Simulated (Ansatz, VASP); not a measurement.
## Two plane-wave programs on W

INCAR

```
PREC = Accurate
ENCUT = 600
EDIFF = 1E-6
ISMEAR = -1
SIGMA = 0.15
LREAL = False
LASPH = True
NELM = 60
ALGO = Normal
ISIF = 3
LWAVE = False
LCHARG = False
GGA = PE
IBRION = 2
NSW = 80
EDIFFG = -0.001
```

The input KPOINTS:

```
regular mesh
0
Gamma
  20 20 20
```

POSCAR

```
W
1.0
   -1.5917793224      1.5917793224      1.5917793224
    1.5917793224     -1.5917793224      1.5917793224
    1.5917793224      1.5917793224     -1.5917793224
W
1
Direct
    0.0000000000      0.0000000000      0.0000000000
```

Input for Ansatz:

```yaml
crystal:
  lattice:
    - [-1.5917793224, 1.5917793224, 1.5917793224]
    - [1.5917793224, -1.5917793224, 1.5917793224]
    - [1.5917793224, 1.5917793224, -1.5917793224]
  atoms:
    - { symbol: W, position: [0.0, 0.0, 0.0] }
basis:
  ecutwfc: 420
kpoints:
  mp_grid: { grid: [20, 20, 20] }
hamiltonian:
  xc: pbe
scf:
  occupations: { method: fermi_dirac, width: 0.15 }
output:
  forces: true
  stress: true
  eigenvalues: true
relax:
  adjacent_minimum: "off"
  f_tol: 0.001
  max_steps: 60
  cell: { stress_tol: 0.01 }
```

Alike in both runs: task relaxation of cell and atoms; functional PBE; k mesh 20 × 20 × 20; occupations fermi-dirac, width 0.15 eV; no spin polarisation.

|  | VASP | Ansatz |
| --- | --- | --- |
| version | VASP 6.6.1 | Ansatz 0.2.0 |
| potentials or method | VASP PAW PBE potentials, release 64 (W_sv) | scalar-relativistic, plane waves, PAW |
| plane-wave cutoff (eV) | 600 | 420 |
| valence electrons in the cell | 14 | 14 |

VASP gave:

| Property | Result |
| --- | --- |
| gap on the k mesh at the Fermi level, each at its own relaxed structure (eV) | none |
| relaxed volume (Å³/atom) | 16.16 |
| relaxed cell length with the largest relative difference (Å) | 2.759 |

Question: Which values does Ansatz return?

Answer: gap on the k mesh at the Fermi level, each at its own relaxed structure (eV): none; relaxed volume (Å³/atom): 16.14; relaxed cell length with the largest relative difference (Å): 2.757.

A gap of «none» marks a metal or a gap that the smearing closes.

The runs have no spin-orbit coupling, so splittings on W are missing.
